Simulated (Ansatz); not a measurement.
Computed with Ansatz, DFT PBE, scalar-relativistic, plane waves, PAW. Settings: cutoff 420 eV, Γ-centred meshes spaced at most about 0.3 Å⁻¹, and about 0.25 Å⁻¹ or finer for metals (2π included), Gaussian smearing. No spin polarisation.

These are static total energies at zero pressure.

Two forms of Mg2Ga2O3 were relaxed alike.

A.

```yaml
crystal:
  lattice:
    - [3.15002, 0.00000, 0.00000]
    - [-1.57501, 2.72800, 0.00000]
    - [0.00000, 0.00000, 10.08338]
  atoms:
    - { symbol: Mg, position: [0.66667, 0.33333, 0.87903] }
    - { symbol: Mg, position: [0.33333, 0.66667, 0.12097] }
    - { symbol: Ga, position: [0.33333, 0.66667, 0.59329] }
    - { symbol: Ga, position: [0.66667, 0.33333, 0.40671] }
    - { symbol: O, position: [0.33333, 0.66667, 0.77299] }
    - { symbol: O, position: [0.66667, 0.33333, 0.22701] }
    - { symbol: O, position: [0.00000, 0.00000, 0.00000] }
```

B.

```yaml
crystal:
  lattice:
    - [8.14637, -1.56136, 0.00000]
    - [8.14637, 1.56136, 0.00000]
    - [-0.21520, 0.00000, 10.35273]
  atoms:
    - { symbol: Mg, position: [0.55462, 0.55462, 0.88750] }
    - { symbol: Mg, position: [0.22165, 0.22165, 0.87649] }
    - { symbol: Mg, position: [0.88556, 0.88556, 0.88211] }
    - { symbol: Mg, position: [0.11444, 0.11444, 0.11789] }
    - { symbol: Mg, position: [0.77835, 0.77835, 0.12351] }
    - { symbol: Mg, position: [0.44538, 0.44538, 0.11250] }
    - { symbol: Ga, position: [0.06371, 0.06371, 0.62270] }
    - { symbol: Ga, position: [0.78625, 0.78625, 0.59122] }
    - { symbol: Ga, position: [0.42588, 0.42588, 0.60645] }
    - { symbol: Ga, position: [0.57412, 0.57412, 0.39355] }
    - { symbol: Ga, position: [0.21375, 0.21375, 0.40878] }
    - { symbol: Ga, position: [0.93629, 0.93629, 0.37730] }
    - { symbol: O, position: [0.10940, 0.10940, 0.78258] }
    - { symbol: O, position: [0.77387, 0.77387, 0.76645] }
    - { symbol: O, position: [0.44120, 0.44120, 0.78350] }
    - { symbol: O, position: [0.55880, 0.55880, 0.21650] }
    - { symbol: O, position: [0.22613, 0.22613, 0.23355] }
    - { symbol: O, position: [0.89060, 0.89060, 0.21742] }
    - { symbol: O, position: [0.00000, 0.00000, 0.00000] }
    - { symbol: O, position: [0.66859, 0.66859, 0.00181] }
    - { symbol: O, position: [0.33141, 0.33141, 0.99819] }
```

Problem. Which is lower in energy, and by how much?

Solution. B is lower, by 19 meV/atom. A has space group P-3m1 (No. 164), 12.4 Å³/atom and no gap on its mesh; B has space group C2/m (No. 12), 12.5 Å³/atom and no gap. In A, around Mg lie 6 O at 2.11–2.19 Å; Ga is surrounded by 1 O at 1.81 Å; O on a site of symmetry 3m has 1 Ga at 1.81 Å and 3 Mg at 2.11 Å; 1 more site not described. In B, Mg on its first site is surrounded by 6 O at 2.11–2.18 Å; Ga on its first site has 1 O at 1.80 Å; around O on a site of symmetry m lie 1 Ga at 1.80 Å and 3 Mg at 2.05–2.11 Å; 8 more sites not described. Origin: A, invented; B, invented, then shaken at random and relaxed again.

For metals, differences of a few meV/atom aren't resolved. Cells relaxed within their symmetry can be saddle points.
